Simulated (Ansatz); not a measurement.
Ansatz input

```yaml
crystal:
  lattice:
    - [0.0, 2.2651142321, 2.2651142321]
    - [2.2651142321, 0.0, 2.2651142321]
    - [2.2651142321, 2.2651142321, 0.0]
  atoms:
    - { symbol: Zr, position: [0.0, 0.0, 0.0], spin: 1.0 }
hamiltonian:
  xc: r2scan
  pseudopotentials:
    kind: paw
    azcp:
      Zr: "pseudopotentials/Zr.paw.azcp"
basis:
  ecutwfc: 500
  fft_grid_basis: typed
kpoints:
  mp_grid: { grid: [20, 20, 20], shift: [0, 0, 0] }
magnetization:
  spin_polarized: true
scf:
  occupations: { method: fermi_dirac, width: 0.05 }
output:
  stress: true
```

and its output:

```
Engine: ansatz 0.2.0, aarch64-unknown-linux-gnu
Pseudopotentials: kind: paw
Pseudopotential: Zr, paw, valence charge 12, recommended cutoff 500 eV (meta_gga) 
Functional definition: r2SCAN
  parameter k0 = 0.174
  parameter k1 = 0.065
  parameter a1 = 4.9479
  exchange = r2scan_x(k0 = k0, k1 = k1, a1 = a1)
  correlation = r2scan_c
Crystal: 1 atoms, lattice volume = 23.243 Å³
Basis set: ecut = 500 eV, 609 PW (Γ), exchange–correlation on 96×96×96 points (64 copies of the dense FFT grid, shifted against one another)
Bands: 11, of which v1, the nominal top of the filled ones, is band 6 counted from 1 (5 counted from 0)
Symmetry: 48 space group operations
Space group: Fm-3m (ITA 225), of the structure as read, at distance tolerance 2.9e-5 Å
Magnetic group: BNS 225.116 (UNI 1618), of the structure as read, at distance tolerance 2.9e-5 Å
k-points: 256 of 8000
Non-local potential: Zr, projectors of the file, l = 0: 3, l = 1: 2, l = 2: 2, l = 3: 2
PAW form: soft (Blöchl's): semilocal exchange-correlation on the pseudo side does not see the compensation charge
PAW frozen core: Zr, regenerated for the run's functional (the file was generated under x = pbe(κ = 0.804, μ = 0.2195149727645171), c = pbe(β = 0.06672455060314922))
PAW one-centre angular grid: Zr, 590 points (default); XC on 160 Gauss nodes
Initial density: superposition of atomic densities (chi_scale 0.1, normalization cell)
Starting moments: Σ|m| = 1 μB on 1 of 1 site
Initial wavefunctions: pseudopotential atomic-orbital guess
Functional: x = r2scan, c = r2scan; τ floored in thin density (d = 2e-4 eV/Å³)
iter 1 solved again at ethr=2.24e-3 eV; its pass at ethr=3.10e-3 eV (dr2=2.69e-1 eV) is discarded
SCF iter   1: F=—  HF=-4194.834751 eV  |F-HF|=—  |Δ(HF+E_count)|=         —  Δρ=2.69e-2 (↑2.69e-2 ↓1.10e-2)  dr2=2.97e-1  dr2_τ=5.07e-3  dr2_m=3.70e-2  M=0.636 μB ∫|m|=0.636 μB  β_m=0.82  ethr=2.24e-3  ⟨swp⟩=2.0  Hψ=42537  notcnv=0
Mixer restart at iter 1: flushing history
SCF iter   2: F=—  HF=-4195.036357 eV  |F-HF|=—  |Δ(HF+E_count)|=         —  Δρ=1.95e-2 (↑1.95e-2 ↓1.13e-2)  dr2=1.65e-1  dr2_τ=2.10e-3  dr2_m=2.39e-2  M=0.306 μB ∫|m|=0.306 μB  β_m=0.53  ethr=2.24e-3  ⟨swp⟩=2.1  Hψ=9169  notcnv=0
Mixer restart at iter 2: flushing history
SCF iter   3: F=—  HF=-4194.985768 eV  |F-HF|=—  |Δ(HF+E_count)|=   5.06e-2  Δρ=1.13e-2 (↑1.13e-2 ↓7.50e-3)  dr2=4.76e-2  dr2_τ=6.64e-4  dr2_m=9.46e-3  M=0.230 μB ∫|m|=0.230 μB  β_m=0.68  ethr=1.37e-3  ⟨swp⟩=2.7  Hψ=9579  notcnv=0  defer=4  κ⁻¹=1.0e0(r=1)
SCF iter   4: F=—  HF=-4194.972835 eV  |F-HF|=—  |Δ(HF+E_count)|=   1.29e-2  Δρ=3.67e-3 (↑3.07e-3 ↓3.67e-3)  dr2=2.42e-3  dr2_τ=1.01e-4  dr2_m=1.10e-3  M=0.089 μB ∫|m|=0.092 μB  β_m=0.50  ethr=3.97e-4  ⟨swp⟩=2.3  Hψ=10387  notcnv=0  defer=4  κ⁻¹=1.3e-2(r=2)
SCF iter   5: F=—  HF=-4194.972998 eV  |F-HF|=—  |Δ(HF+E_count)|=   1.63e-4  Δρ=2.06e-3 (↑1.43e-3 ↓2.06e-3)  dr2=6.62e-4  dr2_τ=1.84e-5  dr2_m=3.01e-4  M=0.045 μB ∫|m|=0.049 μB  β_m=0.86  ethr=2.01e-5  ⟨swp⟩=2.5  Hψ=8349  notcnv=0  defer=4  κ⁻¹=6.2e-3(r=3)
SCF iter   6: F=—  HF=-4194.972843 eV  |F-HF|=—  |Δ(HF+E_count)|=   1.55e-4  Δρ=3.64e-4 (↑3.11e-4 ↓3.64e-4)  dr2=2.15e-5  dr2_τ=1.02e-6  dr2_m=1.17e-5  M=0.000 μB ∫|m|=0.005 μB  β_m=0.56  ethr=5.52e-6  ⟨swp⟩=2.2  Hψ=10755  notcnv=0  defer=9  κ⁻¹=1.8e-4(r=4)
SCF iter   7: F=—  HF=-4194.972748 eV  |F-HF|=—  |Δ(HF+E_count)|=   9.55e-5  Δρ=1.20e-4 (↑1.20e-4 ↓1.07e-4)  dr2=4.37e-6  dr2_τ=1.85e-7  dr2_m=1.43e-7  M=-0.003 μB ∫|m|=0.003 μB  β_m=0.81  ethr=1.79e-7  ⟨swp⟩=2.0  Hψ=9400  notcnv=0  defer=11  κ⁻¹=3.2e-5(r=5)
SCF iter   8: F=—  HF=-4194.972719 eV  |F-HF|=—  |Δ(HF+E_count)|=   2.87e-5  Δρ=5.78e-5 (↑5.49e-5 ↓5.78e-5)  dr2=7.11e-7  dr2_τ=4.48e-8  dr2_m=2.15e-7  M=-0.003 μB ∫|m|=0.003 μB  β_m=1.00  ethr=3.64e-8  ⟨swp⟩=2.6  Hψ=8366  notcnv=0  defer=11  κ⁻¹=5.5e-6(r=6)
SCF iter   9: F=—  HF=-4194.972717 eV  |F-HF|=—  |Δ(HF+E_count)|=   2.23e-6  Δρ=2.76e-5 (↑2.76e-5 ↓2.17e-5)  dr2=4.94e-8  dr2_τ=1.38e-8  dr2_m=9.95e-8  M=-0.002 μB ∫|m|=0.002 μB  β_m=1.00  ethr=5.93e-9  ⟨swp⟩=2.0  Hψ=8805  notcnv=0  defer=11  κ⁻¹=4.8e-7(r=7)
SCF iter  10: F=—  HF=-4194.972717 eV  |F-HF|=—  |Δ(HF+E_count)|=   6.82e-7  Δρ=1.86e-5 (↑1.86e-5 ↓1.46e-5)  dr2=2.69e-8  dr2_τ=4.53e-9  dr2_m=4.39e-8  M=-0.001 μB ∫|m|=0.001 μB  β_m=0.30  ethr=4.11e-10  ⟨swp⟩=2.0  Hψ=8833  notcnv=0  defer=11  κ⁻¹=1.3e-7(r=8)
SCF iter  11: F=—  HF=-4194.972718 eV  |F-HF|=—  |Δ(HF+E_count)|=   5.14e-7  Δρ=4.32e-6 (↑4.32e-6 ↓4.30e-6)  dr2=4.58e-10  dr2_τ=1.18e-10  dr2_m=3.71e-9  M=0.000 μB ∫|m|=0.000 μB  β_m=0.30  ethr=2.24e-10  ⟨swp⟩=2.3  Hψ=9066  notcnv=0  defer=11  κ⁻¹=1.2e-8(r=8)
SCF iter  12: F=—  HF=-4194.972718 eV  |F-HF|=—  |Δ(HF+E_count)|=   9.25e-8  Δρ=2.37e-6 (↑2.28e-6 ↓2.37e-6)  dr2=6.44e-11  dr2_τ=3.44e-11  dr2_m=1.11e-9  M=0.000 μB ∫|m|=0.000 μB  β_m=0.81  ethr=3.82e-12  ⟨swp⟩=2.0  Hψ=8828  notcnv=0  defer=11  κ⁻¹=1.7e-7(r=8)
SCF iter  13: F=—  HF=-4194.972718 eV  |F-HF|=—  |Δ(HF+E_count)|=   2.06e-8  Δρ=5.55e-7 (↑4.60e-7 ↓5.55e-7)  dr2=1.14e-11  dr2_τ=3.70e-12  dr2_m=4.81e-11  M=-0.000 μB ∫|m|=0.000 μB  β_m=1.00  ethr=1.00e-12  ⟨swp⟩=3.5  Hψ=11339  notcnv=0  defer=11  κ⁻¹=9.3e-8(r=8)
SCF iter  14: F=-4194.972718 eV  HF=-4194.972718 eV  |F-HF|=1.55e-11  |Δ(HF+E_count)|=  1.95e-10  Δρ=1.26e-7 (↑1.26e-7 ↓1.09e-7)  dr2=2.09e-12  dr2_τ=1.55e-13  dr2_m=1.91e-12  M=-0.000 μB ∫|m|=0.000 μB  ethr=1.00e-12  ⟨swp⟩=1.0  Hψ=16253  notcnv=0
SCF 1 converged in 14 iterations: F = -4194.972718 eV  dr2 = 2.09e-12
WARN: the starting moments were not kept: the SCF closed with an absolute magnetisation of 2.4e-6 μB, where they sum to 1 μB in size (1 site). That is at most 0.1 of that sum. Measured as dr2_m measures the in/out step, that magnetisation stands 9.6e-13 eV from none, at or under the dr2_threshold of 1.0e-7 eV: it is no larger than a step whose dr2_m would equal this threshold. The system may hold no moment; this SCF shows only that its start led to no more than that. To try another start: raise the starting moments (crystal.atoms[].spin, magnetization.per_species, magnetization.initial_magnetization, or on a non-collinear deck that types none of these the spinor_matrix: blocks that start its atoms; where the total moment is fixed, keep their sum and leave initial_magnetization as it is; typed ones take the place of any that the run laid by itself, positive ones on a crystal's lanthanoids without a Hubbard term where scf.initial_density.shell_occupations: [] is typed) or, if the notice of its spin-set hold's release reads "site moments contracting" or "site moments show no strong build", lengthen the hold (scf.mixing.spin_hold: { on: { confirm: 4 } }; for m-r²SCAN on two components see the key's manual first). Each may lead to a state that holds a moment. A second SCF, from the converged charge density, with the starting moments and any scf.initial_density.shell_occupations laid on it anew, would have followed, and was not run: the deck does not ask for one (magnetization.retry_lost_moments is false, the default). To let it run, set magnetization.retry_lost_moments: true and run the deck again, where that key's refused combinations let it; where memory then withholds it, that run's warning says so.
this state was not tested for a lower state beside it, because the mixer in use, unlike msr1, does not test its closes by its own steps (another_mixer; see scf.mixing.algorithm and scf.lower_state_search)
SCF converged after 14 iterations
Magnetization: -0.0000 μB (6.0000 up, 6.0000 down)
Absolute magnetization: 0.0000 μB (∫|ρ↑−ρ↓|, with the PAW one-centre terms)
Spin contamination: 0.0000 ħ² per cell (⟨S²⟩ above its minimum at these occupations)
Per-site moments (μB) at R_I (Å): [(-9.517994947962207e-8, 1.3213840477860572)]
Free energy (F): -4194.972718 eV
Harris-Foulkes:  -4194.972718 eV  (|F-HF|=1.55e-11)
Internal energy: -4194.961302 eV  (E = F + TS)
E sigma→0 (E₀):  -4194.967010 eV
Entropy (-TS):   -0.011415 eV (-11.415 meV/atom)
Fermi energy:    13.929127 eV
--- Per-component energies (eV) ---
  E_band       = -105.792430
  E_kinetic    = 331.924042
  E_local      = -623.844341  (includes V_loc(G=0)·N_el)
  E_nonlocal   = 80.080936
  E_hartree    = 192.534571
  E_xc         = -155.145679
  E_vxc        = -210.372463  (∫ρ·V_xc dr)
  E_paw        = -2971.068341  (= ΣΔE_a)
  E_vpaw       = -81.107352  (= ΣTr[D̂ρ^β])
  E_aug_tail   = 0.000010  (compensation charges beyond the density's cutoff)
  E_vtau       = 12.457592  (kinetic-family band-sum trace: ∫τ·v_τ [+ j·A + Jᵃ·Aᵃ] dr)
  E_ewald      = -1049.277758
  E_core_change = -0.164742  (= ΣΔE_core)
  E_smearing   = -0.011415  (= −TS)
  E_closure    = 0.000000  (closes the sum)
  Σ components = -4194.972718   (vs F -4194.972718, Δ=0.00e0)
--- Stress (GPa, compression-positive) ---
        0.339326      -0.000000      -0.000000
        0.000000       0.339326       0.000000
       -0.000000       0.000000       0.339326
  P = ⅓ Tr σ = 0.3393 GPa (3.393 kbar)
```
